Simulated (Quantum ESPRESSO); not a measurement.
# CuI (Marshite): dielectric tensor with WC

**Measured values to compare with.**

A printed reference work, data compilation reports, for a bulk crystal of CuI: high-frequency dielectric constant 4.84.

Crystal: CuI (Marshite).

```
CELL_PARAMETERS angstrom
0.00000 3.03150 3.03150
3.03150 0.00000 3.03150
3.03150 3.03150 0.00000
ATOMIC_POSITIONS crystal
I 0.00000 0.00000 0.00000
Cu 0.75000 0.75000 0.75000
```

```yaml
Program: Quantum ESPRESSO 7.5
Task: dielectric tensor
Functional: WC
Potentials_or_basis: GBRV 1.5 PBE
Cutoff: 762 eV
Density_cutoff: 6095 eV
k_mesh: 6 × 6 × 6, shifted
Occupations: fermi-dirac, width 0.05 eV
Spin: no spin polarisation
Mixing_beta: 0.5
Most_SCF_iterations: 120
SCF_threshold: 4e-10 Ry
```

| Property | Result |
| --- | --- |
| Pressure | -2.7 GPa |
| Electronic dielectric tensor (diagonal) | 6.66 |
| Born charges (mean of the diagonal) | I -1.11; Cu +1.09 e |

Levels at points of the mesh, in eV from the valence-band top:
```csv
k point,band 10,band 11,band 12,band 13,band 14,band 15,band 16,band 17
"(0.08, 0.08, 0.08)",-1.82,-0.32,0.00,0.00,1.45,4.78,4.98,4.98
```

Electronic dielectric tensor:
```
6.66 0.00 0.00
0.00 6.66 0.00
0.00 0.00 6.66
```

Born effective charge tensors (e):
atom 1, I
```
-1.11  0.00  0.00
 0.00 -1.11  0.00
 0.00  0.00 -1.11
```
atom 2, Cu
```
1.09 0.00 0.00
0.00 1.09 0.00
0.00 0.00 1.09
```

It took 17 min on 1 thread of Intel(R) Xeon(R) Processor @ 2.50GHz (Skylake/Cascade Lake) (shared host), peak memory 0.27 GiB.

Against the measured high-frequency dielectric constant of CuI, 4.84 (a printed reference work, data compilation), the calculated 6.66 is off by +37.7 %. So large a miss can be the level of theory's own, or it may mean another phase, state or a wrong row.

Caveat: the potentials were made for another functional, which shifts forces and pressure. The run has no spin-orbit coupling, so splittings on I are missing.
